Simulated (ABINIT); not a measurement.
SrVO3:

```xyz
5
Lattice="3.8409 0.0000 0.0000 0.0000 3.8409 0.0000 0.0000 0.0000 3.8409" Properties=species:S:1:pos:R:3 pbc="T T T"
Sr    1.9204    1.9204    1.9204
V     0.0000    0.0000    0.0000
O     0.0000    0.0000    1.9204
O     0.0000    1.9204    0.0000
O     1.9204    0.0000    0.0000
```

Program: ABINIT 10.8.3 (patched build). Alike in all runs: task single point; spin collinear, ferromagnetic start; cell as given; cutoff (eV) 626; smearing fermi-dirac 0.05 eV; the mesh is coarse, so values aren't converged.

Order these runs on this cell by their pressure, lowest first.
A. level PBE; potentials or basis JTH PAW PBE v2.0; k mesh 4 × 4 × 4
B. level LDA; potentials or basis JTH PAW LDA v2.0; k mesh 3 × 3 × 3
C. level PBEsol; potentials or basis JTH PAW PBE v2.0; k mesh 3 × 3 × 3

B (-9.8 GPa), C (-3.6 GPa), A (3.7 GPa).

Caveats: all runs use coarse meshes; the PAW data sets were made with another functional, which shifts forces and pressure a little (some runs).
